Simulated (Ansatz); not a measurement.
SiC: modes against the lattice constant

The calculation used DFT LDA, scalar-relativistic, plane waves, PAW (Ansatz). Plane waves to 420 eV; Γ-centred k mesh 16×16×16; Fermi-Dirac smearing of 0.15 eV. No spin polarisation. Phonons by linear response, acoustic sum rule imposed.

The cell is fixed (symmetry leaves no force on the atoms) and stands under 7.9 GPa:
```cif
data_structure
_symmetry_space_group_name_H-M 'Pm-3m'
_symmetry_Int_Tables_number 221
_cell_length_a 2.5719
_cell_length_b 2.5719
_cell_length_c 2.5719
_cell_angle_alpha 90.000
_cell_angle_beta 90.000
_cell_angle_gamma 90.000
_cell_volume 17.01
loop_
_atom_site_label
_atom_site_type_symbol
_atom_site_symmetry_multiplicity
_atom_site_Wyckoff_symbol
_atom_site_fract_x
_atom_site_fract_y
_atom_site_fract_z
_atom_site_occupancy
Si1 Si 1 a 0.00000 0.00000 0.00000 1
C1 C 1 b 0.50000 0.50000 0.50000 1
```

Its imaginary modes show that this cell, the ideal cubic caesium chloride prototype, isn't a minimum of the energy. In a metal, frequencies and elastic constants depend on the k mesh and the smearing, soft modes and shear constants most.

Problem. How do the optical zone-centre modes (counted from the lowest optical one, degenerate ones once; i marks imaginary ones) of this metal change over a = 2.572 and 2.619 Å?

Solution.
| a (Å) | 2.572 | 2.619 |
| --- | --- | --- |
| pressure (GPa) | 7.9 | -2.9 |
| mode 1 (cm⁻¹) | 334i | 356i |